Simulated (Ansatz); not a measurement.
MgAl$_{2}$O$_{4}$:
```cif
data_Al16Mg8O32
_chemical_formula_sum 'Mg8 Al16 O32'
_space_group_name_H-M_alt 'Fd-3m :1'
_space_group_IT_number 227
_space_group_name_Hall 'F 4d 2 3 -1d'
_cell_length_a 8.16867
_cell_length_b 8.16867
_cell_length_c 8.16867
_cell_angle_alpha 90.000
_cell_angle_beta 90.000
_cell_angle_gamma 90.000
loop_
_atom_site_label
_atom_site_type_symbol
_atom_site_symmetry_multiplicity
_atom_site_Wyckoff_symbol
_atom_site_fract_x
_atom_site_fract_y
_atom_site_fract_z
_atom_site_occupancy
Mg1 Mg 8 a 0.00000 0.00000 0.00000 1
Al1 Al 16 d 0.62500 0.62500 0.62500 1
O1 O 32 e 0.38854 0.38854 0.38854 1
```
(The calculation used a cell of 14 atoms; values per cell refer to that cell.)

Relaxed with DFT-PBE in the program Ansatz with PAW potentials. Indices refer to the conventional cell of Fd-3m, a = b = c = 8.169 Å, α = β = γ = 90.00°.

Question: Simulate the powder diffraction pattern (Cu Kα, λ = 1.54184 Å; lines above 1 %) up to 2θ = 90°.

Answer: Simulated powder pattern, Cu Kα, λ = 1.54184 Å (kinematic, ideal powder, no thermal factors, no anomalous dispersion; the 30 strongest lines at most, above 1 %, up to 2θ = 90°):

```tsv
2θ (°)	d (Å)	I/Imax (%)	hkl
18.82	4.716	36	(111)
30.96	2.888	34	(220)
36.48	2.463	100	(311)
38.16	2.358	1.2	(222)
44.36	2.042	59	(400)
55.08	1.667	9.6	(422)
58.73	1.572	52	(511)+(333)
64.53	1.444	79	(440)
67.88	1.381	4.0	(531)
73.29	1.292	3.0	(620)
76.47	1.246	12	(533)
77.51	1.231	1.1	(622)
81.67	1.179	8.0	(444)
84.75	1.144	3.9	(551)
89.86	1.092	6.2	(642)
```

The cell was relaxed with PBE under the symmetry of its start.

Potentials: the later of the program's two PAW sets.
